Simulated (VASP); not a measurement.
Set up this calculation in VASP 6.6.1, as the native input.

| Quantity | Value |
| --- | --- |
| Task | relaxation of cell and atoms |
| Functional | PBE |
| Potentials or basis | VASP PAW PBE potentials, release 64 (Si, N) |
| Cutoff | 600 eV |
| k mesh | 6 × 6 × 6 |
| Occupations | gaussian, width 0.03 eV |
| Spin | no spin polarisation |
| Further INCAR settings | ALGO = Normal; EDIFF = 1e-07; IBRION = 2; EDIFFG = -0.005; NSW = 90; ISIF = 3 |

The structure of Si3N4 lies in POSCAR:

```
Si3N4                                   
1.0
    0.0000000000      3.8937180000      3.8937180000
    3.8937180000      0.0000000000      3.8937180000
    3.8937180000      3.8937180000      0.0000000000
  Si              N             
     6     8
Direct
     0.1250000000000000    0.1250000000000000    0.6250000000000000
     0.1250000000000000    0.6250000000000000    0.1250000000000000
     0.6250000000000000    0.1250000000000000    0.1250000000000000
     0.1250000000000000    0.1250000000000000    0.1250000000000000
     0.7500000000000000    0.7500000000000000    0.7500000000000000
     0.5000000000000000    0.5000000000000000    0.5000000000000000
     0.3675629999999970    0.3675629999999970    0.3675629999999970
     0.3526889999999980    0.8824370000000030    0.8824370000000030
     0.8824370000000030    0.8824370000000030    0.3526889999999980
     0.8824370000000030    0.3526889999999980    0.8824370000000030
     0.3675629999999970    0.3675629999999970    0.8973110000000020
     0.3675629999999970    0.8973110000000020    0.3675629999999970
     0.8824370000000030    0.8824370000000030    0.8824370000000030
     0.8973110000000020    0.3675629999999970    0.3675629999999970
```

The cell is a database's computed one.

These files were run (other wordings do the same):

INCAR

```
SYSTEM = Si3N4
  ALGO = Normal
  EDIFF = 1E-7
  EDIFFG = -0.005
  ENCUT = 600
  GGA = PE
  IBRION = 2
  ISIF = 3
  ISMEAR = 0
  KPAR = 4
  LASPH = .TRUE.
  LCHARG = .FALSE.
  LREAL = .FALSE.
  LWAVE = .FALSE.
  NELM = 80
  NSW = 90
  PREC = Accurate
  SIGMA = 0.03
```

KPOINTS

```
k-points
0
G
  6 6 6
  0 0 0
```

Potentials or basis: VASP PAW PBE potentials, release 64 (Si, N).

The run is started by

```bash
$ cat potpaw_PBE.64/Si/POTCAR potpaw_PBE.64/N/POTCAR > POTCAR
$ mpirun -np 4 vasp_std > vasp.out
```

Results of the run:

```
Relaxed volume                         : 8.43 Å³/atom
Relaxed cell                           : a = 5.506 Å, b = 5.506 Å, c = 5.506 Å, α = 60.00°, β = 60.00°, γ = 60.00°
Space group after relaxing (to 0.05 Å) : Fd-3m (No. 227)
Energy gained by relaxing              : 0.0 meV/atom
Ionic steps                            : 3
Pressure after relaxing                : 0.0 GPa
Band gap on the k mesh                 : 3.34 eV, indirect (least direct gap 3.38 eV)
```

Run time: 87 s on 4 MPI ranks on AMD EPYC 7R13 Processor (Zen 3) (shared host), peak memory 0.33 GiB a rank.
